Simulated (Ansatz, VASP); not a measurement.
## MgS: VASP beside Ansatz

INCAR

```
SYSTEM = MgS
PREC = Accurate ; ENCUT = 520
EDIFF = 1E-6 ; ISMEAR = 0
SIGMA = 0.05 ; LREAL = .FALSE.
LASPH = .TRUE. ; NELM = 80
ALGO = Normal ; ISIF = 2
LWAVE = .FALSE. ; LCHARG = .FALSE.
GGA = PS ; NBANDS = 11
```

The input KPOINTS:

```
regular mesh
0
G
  8 8 8
  0 0 0
```

The input POSCAR:

```
MgS
1.0
    0.0000000000      2.6016500000      2.6016500000
    2.6016500000      0.0000000000      2.6016500000
    2.6016500000      2.6016500000      0.0000000000
Mg S
1 1
Direct
    0.0000000000      0.0000000000      0.0000000000
    0.4711721408      0.4711721408      0.5288278592
```

Input for Ansatz:

```yaml
crystal:
  lattice:
    - [0.0, 2.60165, 2.60165]
    - [2.60165, 0.0, 2.60165]
    - [2.60165, 2.60165, 0.0]
  atoms:
    - { symbol: Mg, position: [0.0, 0.0, 0.0] }
    - { symbol: S, position: [0.4711721408, 0.4711721408, 0.5288278592] }
basis:
  ecutwfc: 420
kpoints:
  mp_grid: { grid: [8, 8, 8] }
hamiltonian:
  xc: pbesol
scf:
  occupations: { method: gaussian, width: 0.05 }
output:
  forces: true
  stress: true
  eigenvalues: true
```

Change from the starting cell: all S atoms moved +0.150 Å, as atom 2 towards its neighbour atom 1 (Mg) at 2.602 Å.

Alike in both runs: task single point; functional PBEsol; k mesh 8 × 8 × 8; occupations gaussian, width 0.05 eV; no spin polarisation.

```csv
,VASP,Ansatz
version,VASP 6.6.1,Ansatz 0.2.0
potentials or method,"VASP PAW PBE potentials, release 64 (Mg, S)","scalar-relativistic, plane waves, PAW"
plane-wave cutoff (eV),520,420
valence electrons in the cell,8,16
```

|  | VASP | Ansatz | Ansatz less VASP |
| --- | --- | --- | --- |
| gap on the k mesh at the Fermi level (eV) | 2.71 | 2.71 | -0.002 |
| least direct gap on the mesh (eV) | 3.59 | 3.59 | +0.001 |
| pressure (GPa) | -0.4 | -0.2 | +0.19 |
| largest component of the traceless stress (GPa) | 1.86 | 1.86 | -0.004 |
| rms of the force components (eV/Å) | 0.275 | 0.275 | -0.0005 |

Atom by atom the forces differ by 0.001 eV/Å (rms over components). The functional is the same, so the differences come from potentials, cutoffs and numerics. The two sets of potentials don't hold the same shells in valence.

Caveats: the PAW data sets were made with another functional, which shifts forces and pressure a little (VASP). A k mesh can miss the band edges.
